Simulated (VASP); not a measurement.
SrO in VASP 6.6.1, single-point calculation

INCAR

```
PREC = Accurate
ENCUT = 520
SIGMA = 0.01
LREAL = .FALSE.
LASPH = .TRUE.
NSW = 0
LWAVE = .FALSE.
NBANDS = 15
GGA = PE
LCHARG = .FALSE.
ISMEAR = -5
EDIFF = 1E-7
ISIF = 2
IBRION = -1
NELM = 120
```

KPOINTS

```
KPOINTS created by Atomic Simulation Environment
0
Gamma
8 8 8
0 0 0
```

POSCAR

```
Sr O
 1.0000000000000000
    -0.0578253663000000    2.5736648061000000    2.5736648061000000
     2.5736648061000000   -0.0578253663000000    2.5736648061000000
     2.5736648061000000    2.5736648061000000   -0.0578253663000000
 Sr  O
   1   1
Cartesian
  0.0000000000000000  0.0000000000000000  0.0000000000000000
  2.5447521229500003  2.5447521229500003  2.5447521229499994
```

The recommended PBE PAW datasets give the neutral cell 16 valence electrons.

Command

```
mpirun -np 1 vasp_std
```

OSZICAR

```
N       E                     dE             d eps       ncg     rms          rms(c)
DAV:   1     0.676759344436E+02    0.67676E+02   -0.83632E+03  1950   0.104E+03
DAV:   2    -0.110022012747E+02   -0.78678E+02   -0.72614E+02  2685   0.217E+02
DAV:   3    -0.141891471450E+02   -0.31869E+01   -0.31696E+01  2610   0.394E+01
DAV:   4    -0.142443260192E+02   -0.55179E-01   -0.55174E-01  2405   0.495E+00
DAV:   5    -0.142454922045E+02   -0.11662E-02   -0.11662E-02  2551   0.537E-01    0.154E+01
DAV:   6    -0.122082849003E+02    0.20372E+01   -0.68187E+00  1992   0.192E+01    0.181E+01
DAV:   7    -0.120557759177E+02    0.15251E+00   -0.32397E-01  2272   0.497E+00    0.105E+01
DAV:   8    -0.120448227230E+02    0.10953E-01   -0.12275E-01  2524   0.353E+00    0.372E-01
DAV:   9    -0.120459392502E+02   -0.11165E-02   -0.62722E-03  2415   0.506E-01    0.235E-01
DAV:  10    -0.120463855810E+02   -0.44633E-03   -0.43841E-04  2146   0.200E-01    0.912E-02
DAV:  11    -0.120465465466E+02   -0.16097E-03   -0.16860E-04  2132   0.958E-02    0.278E-02
DAV:  12    -0.120465658647E+02   -0.19318E-04   -0.27925E-05  2097   0.384E-02    0.216E-02
DAV:  13    -0.120465657021E+02    0.16264E-06   -0.16029E-06  2300   0.112E-02    0.339E-03
DAV:  14    -0.120465655921E+02    0.11000E-06   -0.17409E-07  2558   0.317E-03    0.209E-03
DAV:  15    -0.120465655741E+02    0.18000E-07   -0.86702E-09  1122   0.966E-04
   1 F= -.12046566E+02 E0= -.12046566E+02  d E =0.000000E+00
```

Standard output (part)

```
POSCAR found type information on POSCAR SrO
 POSCAR found :  2 types and       2 ions
 LDA part: xc-table for (Slater+PW92), standard interpolation
 POSCAR, INCAR and KPOINTS ok, starting setup
 WAVECAR not read
 entering main loop
```

From OUTCAR

```
k-points           NKPTS =     65   k-points in BZ     NKDIM =     65   number of bands    NBANDS=     15

   NELECT =      16.0000    total number of electrons

   dimension x,y,z NGX =    28 NGY =   28 NGZ =   28
   dimension x,y,z NGXF=    56 NGYF=   56 NGZF=   56

  energy-cutoff  :      520.00
  volume of cell :       35.24
      direct lattice vectors                 reciprocal lattice vectors
    -0.057825366  2.573664806  2.573664806    -0.187847616  0.192165204  0.192165204
     2.573664806 -0.057825366  2.573664806     0.192165204 -0.187847616  0.192165204
     2.573664806  2.573664806 -0.057825366     0.192165204  0.192165204 -0.187847616

 k-points in reciprocal lattice and weights: KPOINTS created by Atomic Simulation Env
   0.00000000  0.00000000  0.00000000       0.002
   0.12500000  0.00000000  0.00000000       0.012
   0.25000000  0.00000000  0.00000000       0.012
   0.37500000  0.00000000  0.00000000       0.012
   0.50000000  0.00000000  0.00000000       0.006
   0.12500000  0.12500000 -0.00000000       0.012
   0.25000000  0.12500000 -0.00000000       0.023
   0.37500000  0.12500000  0.00000000       0.023
   ...

 E-fermi :   1.6434

 k-point     1 :       0.0000    0.0000    0.0000
  band No.  band energies     occupation
      1     -31.0301      2.00000
      2     -13.5453      2.00000
      3     -12.7054      2.00000
      4     -12.7054      2.00000
      5     -12.6946      2.00000
      6       1.4780      2.00000
      7       1.4780      2.00000
      8       1.5483      2.00000
      9       5.2178      0.00000
     10       7.4805      0.00000
     11       7.4805      0.00000
     12       7.9093      0.00000
     13       9.7231      0.00000
     14       9.7231      0.00000
     15      14.0372      0.00000

 k-point     2 :       0.1250    0.0000    0.0000
  band No.  band energies     occupation
      1     -31.0138      2.00000
      2     -13.9244      2.00000
      3     -12.7136      2.00000
      4     -12.7086      2.00000
      5     -12.3654      2.00000
      6       1.0436      2.00000
      7       1.2910      2.00000
      8       1.3683      2.00000
      9       5.8928      0.00000
     10       7.4059      0.00000
     11       7.7608      0.00000
     12       8.1598      0.00000
     13      10.1013      0.00000
     14      10.1045      0.00000
     15      14.9519      0.00000

 k-point     3 :       0.2500    0.0000    0.0000
  band No.  band energies     occupation
      1     -30.9739      2.00000
      2     -14.4757      2.00000
      3     -12.7392      2.00000
      4     -12.7331      2.00000
      5     -11.9110      2.00000
      6       0.2483      2.00000
      7       0.8860      2.00000
      8       0.9927      2.00000
      9       7.2483      0.00000
     10       7.5121      0.00000
     11       8.5159      0.00000
     12       8.9321      0.00000
     13      11.0607      0.00000
     14      11.0610      0.00000
     15      16.7585      0.00000

 ...

  Total       -0.0017040     -0.0017040     -0.0017040      0.2500814      0.2500814      0.2500814
  in kB       -0.0774663     -0.0774663     -0.0774663     11.3687565     11.3687565     11.3687565
  external PRESSURE =      -0.0774663 kB  Pullay stress =       0.0000000 kB

 POSITION                                       TOTAL-FORCE (eV/Angst)
 -----------------------------------------------------------------------------------
      0.00000      0.00000      0.00000        -0.000000     -0.000000     -0.000000
      2.54475      2.54475      2.54475         0.000000      0.000000      0.000000
 -----------------------------------------------------------------------------------
    total drift:                                0.000000      0.000000      0.000000

  FREE ENERGIE OF THE ION-ELECTRON SYSTEM (eV)
  ---------------------------------------------------
  free  energy   TOTEN  =       -12.0465655741 eV

  energy  without entropy=      -12.0465655741  energy(sigma->0) =      -12.04656557
```

It converged. Results: gap between bands v and c on the k mesh 3.23 eV; least direct gap on the k mesh 3.36 eV; pressure 0.0 GPa. Band v is the last that the valence electrons fill when counted band by band, and c is the next.

For comparison, a separate PBE run of the intended cell, on usual settings and not on those above, gives a gap of 3.23 eV on its mesh and a pressure of 0.0 GPa.

The run above took about 27 s on one core of a shared host (Intel Xeon Platinum 8488C) and held 0.18 GiB at most.
